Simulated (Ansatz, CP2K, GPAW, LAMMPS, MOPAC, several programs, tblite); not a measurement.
## CdS (h-MgO type) from semi-empirical methods to plane-wave DFT

CdS (h-MgO type), relaxed with r2SCAN in Ansatz, was computed with several methods. Space group P6_3/mmc (No. 194), hexagonal; a = 4.409 Å, c = 5.748 Å in the conventional setting, 24.19 Å³ an atom. Cd has 5 S at 2.55–2.87 Å; S has 5 Cd at 2.55–2.87 Å. The calculation is spin-unpolarised, and the structure need not be a phase that has been made.

```cif
data_structure
_symmetry_space_group_name_H-M 'P6_3/mmc'
_symmetry_Int_Tables_number 194
_cell_length_a 4.4085
_cell_length_b 4.4085
_cell_length_c 5.7481
_cell_angle_alpha 90.000
_cell_angle_beta 90.000
_cell_angle_gamma 120.000
_cell_volume 96.75
loop_
_atom_site_label
_atom_site_type_symbol
_atom_site_symmetry_multiplicity
_atom_site_Wyckoff_symbol
_atom_site_fract_x
_atom_site_fract_y
_atom_site_fract_z
_atom_site_occupancy
Cd1 Cd 2 c 0.33333 0.66667 0.25000 1
S1 S 2 d 0.66667 0.33333 0.25000 1
```

Gaps and times are for a single point on this cell; volume and bulk modulus come from each method's own relaxation or energy curve at fixed shape, which is too stiff where a cell has free coordinates or axes. Times are rough, from shared hosts (Arm Neoverse V1), and each method has its own mesh and cell size. A dagger marks a closed or tiny gap in a crystal that DFT finds insulating: a failure of the method or a wrong SCF state. A double dagger marks a value from a curve with shape and coordinates held. PM6 (MOPAC), PM7 (MOPAC), GFN1-xTB (tblite), GFN2-xTB (tblite) treat a cluster of cells at its zone centre, which samples few k points: where these miss a band edge, the gap comes out too large for that reason alone. Gaps from k meshes are read at a limited set of points (mesh, symmetry points, PBE's band edges), so each method's own least gap may be somewhat smaller. Force fields have no electrons; where one was fitted to this phase, its volume and modulus reflect the fit. xTB and the PM methods were fitted mostly to molecules, and can miss a solid's gap by electronvolts. Minimal bases can be far off for gaps. Curves at held shape can't give the bulk modulus of a layered or molecular crystal, so none is listed. GLLB-SC's gap includes the derivative discontinuity. d marks a direct gap, i an indirect one (no mark: not told apart), a dash a value that wasn't computed or didn't pass its checks.

```csv
method,kind,gap (eV),own volume (Å³/atom),bulk modulus (GPa),atoms computed,processor time
CdTeZnSeHgS0.sw (LAMMPS),force field,–,–,–,4,0.12 s
light PBE (260 eV and a coarse mesh),light plane-wave,1.02 i,–,–,4,1.8 s
GFN1-xTB (tblite),tight binding,0.00†,25.75‡,–,72,3.7 s
PBE,semilocal,1.00 i,24.80,–,4,4.3 s
GFN2-xTB (tblite),tight binding,0.13†,–,–,72,6 s
PBE/SZV (CP2K),small basis,0.56 i,24.36‡,–,4,8.4 s
PM7 (MOPAC),semi-empirical,5.66,–,–,72,11 s
r2SCAN,semilocal,1.48 i,24.19,–,4,12 s
PBE/DZVP (CP2K),small basis,0.96 i,25.30‡,–,4,24 s
PBE/single zeta (GPAW),small basis,1.05 i,–,–,4,57 s
GLLB-SC (GPAW),model potential,1.99,–,–,4,100 s
PM6 (MOPAC),semi-empirical,2.75,–,–,72,110 s
```

Against r2SCAN (1.48 eV) and with closed or daggered gaps left aside, the nearest gap at the points sampled is that of PBE/single zeta (GPAW) (-0.43 eV) and the farthest that of PM7 (MOPAC) (+4.18 eV). r2SCAN is only a yardstick of convenience: semilocal gaps usually lie below measured ones, which GLLB-SC and hybrids aim to mend.

Volumes against r2SCAN's: PBE +2.5 %.

Relaxed on its own, the cell leaves this structure with CdTeZnSeHgS0.sw (LAMMPS), so no volume is listed.

The runs are scalar-relativistic, without spin-orbit coupling.
